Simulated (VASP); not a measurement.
A run of VASP 6.6.1 is set up as follows.

The input INCAR:

```
SYSTEM = SnSe
PREC = Accurate ; ENCUT = 520
EDIFF = 1E-7 ; ISMEAR = -1
SIGMA = 0.025 ; LREAL = .False.
LASPH = .True. ; NELM = 150
ALGO = Normal ; ISIF = 2
LWAVE = .False. ; LCHARG = .True.
ISPIN = 2 ; MAGMOM = 0.5 0
LORBIT = 11 ; GGA = PS
IVDW = 12 ; LELF = .True.
LVHAR = .True. ; NBANDS = 21
```

Contents of KPOINTS:

```
regular mesh
0
Gamma
  8 8 8
  0 0 0
```

The input POSCAR:

```
SnSe
1.0
    0.0000000000      3.0100000000      3.0100000000
    3.0100000000      0.0000000000      3.0100000000
    3.0100000000      3.0100000000      0.0000000000
Sn Se
1 1
Direct
    0.0000000000      0.0000000000      0.0000000000
    0.5000000000      0.5000000000      0.5000000000
```

Potentials or basis: VASP PAW PBE potentials, release 64 (Sn_d, Se).

Run with:

```sh
$ cat potpaw_PBE.64/Sn_d/POTCAR potpaw_PBE.64/Se/POTCAR > POTCAR
$ mpirun -np 1 vasp_std > vasp.out
```

Q: Predict the pressure.

A: -3.9 GPa.

Q: Predict the band gap on the k mesh.

A: 0.65 eV, direct.

Caveat: the PAW data sets were made with another functional, which shifts forces and pressure a little; spin-orbit coupling is left out, which moves the levels of the heavy elements. A k mesh can miss the band edges.
